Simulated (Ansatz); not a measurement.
# Mo16C: the cost of one run

Program: Ansatz 0.2.0. Level of theory: DFT PBE, scalar-relativistic, plane waves, PAW. These are calculated values, not measurements.

The COD entry's cell or inner coordinates are ideal or old and differ from later refinements, so a difference from it is no clean test against experiment.

3 further runs of the same task are left out: 3 set aside as unsound or not needed.

## Step 1: Starting point

The structure is cubic, space group Im-3m (No. 229). The conventional cell has a = 3.160 Å, b = 3.160 Å, c = 3.160 Å, α = 90.00°, β = 90.00°, γ = 90.00°. Around Mo (site symmetry m-3m) lie 8 Mo at 2.74 Å.

As a file:

```
CELL_PARAMETERS angstrom
-1.58023 1.58023 1.58023
1.58023 -1.58023 1.58023
1.58023 1.58023 -1.58023
ATOMIC_POSITIONS crystal
Mo 0.00000 0.00000 0.00000
```

It is the result of an earlier relaxation at this level (volume 15.78 Å³/atom; gap on the mesh: none (metal)).

## Step 4: Plan of the scan

Atoms count from 1 in the order of the input.

C is moved over the surface cell; relaxed at each place: the height of the adsorbate's atoms; substrate rigid; the origin of the map has the adsorbate above Mo13.

- position of C17 along the first surface vector, from above Mo13: 8 values from 0.000 to 0.875, periodic
- position of C17 along the second surface vector, from above Mo13: 8 values from 0.000 to 0.875, periodic

Relaxed at each point: the height of the adsorbate's atoms; substrate rigid. Points are written as (first, second).

The two vectors of the plane (Å): (3.160, 0.000, 0.000); (0.000, 3.160, 0.000).

(The set-up runs are not shown.)

## Step 5: The run at (0/8, 0/8) of the map's two axes

Contents of input.yaml:

```yaml
crystal:
  lattice:
    - [6.3209357483, 0.0, 0.0]
    - [0.0, 6.3209357483, 0.0]
    - [0.0, 0.0, 20.0883894453]
  atoms:
    - { symbol: Mo, position: [0.25, 0.25, 0.1991199947] }
    - { symbol: Mo, position: [0.25, 0.75, 0.1991199947] }
    - { symbol: Mo, position: [0.75, 0.25, 0.1991199947] }
    - { symbol: Mo, position: [0.75, 0.75, 0.1991199947] }
    - { symbol: Mo, position: [0.0, 0.0, 0.2777840379] }
    - { symbol: Mo, position: [0.0, 0.5, 0.2777840379] }
    - { symbol: Mo, position: [0.5, 0.0, 0.2777840379] }
    - { symbol: Mo, position: [0.5, 0.5, 0.2777840379] }
    - { symbol: Mo, position: [0.25, 0.25, 0.3589730499] }
    - { symbol: Mo, position: [0.25, 0.75, 0.3589730499] }
    - { symbol: Mo, position: [0.75, 0.25, 0.3589730499] }
    - { symbol: Mo, position: [0.75, 0.75, 0.3589730499] }
    - { symbol: Mo, position: [0.0, 0.0, 0.4275300152] }
    - { symbol: Mo, position: [0.0, 0.5, 0.4275300152] }
    - { symbol: Mo, position: [0.5, 0.0, 0.4275300152] }
    - { symbol: Mo, position: [0.5, 0.5, 0.4275300152] }
    - { symbol: C, position: [0.0, 0.0, 0.5420240122] }
basis:
  ecutwfc: 420
kpoints:
  mp_grid: { grid: [4, 4, 1] }
hamiltonian:
  xc: pbe
  pseudopotentials: { kind: paw, azcp: { folder: soft_1 } }
scf:
  occupations: { method: gaussian, width: 0.1 }
output:
  forces: true
  eigenvalues: true
relax:
  adjacent_minimum: "off"
  f_tol: 0.025
  max_steps: 16
  constraints:
    - { sites: [0, 1, 2, 3, 4, 5, 6, 7, 8, 9, 10, 11, 12, 13, 14, 15] }
    - { sites: [16], fix: xy }
efield:
  axis: 3
  dipole_correction: true
  ramp_width: 0.04
```

Launch:

```console
> ansatz run input.yaml --threads 4 --pin off --max-ram 12288MiB --backend cpu --events-out ev --progress --plain --runs-dir out
```

What time and memory should one allow on 4 threads of Intel Xeon Platinum 8488C (Sapphire Rapids), shared host?

About 79 s, with a peak of 2.2 GiB.
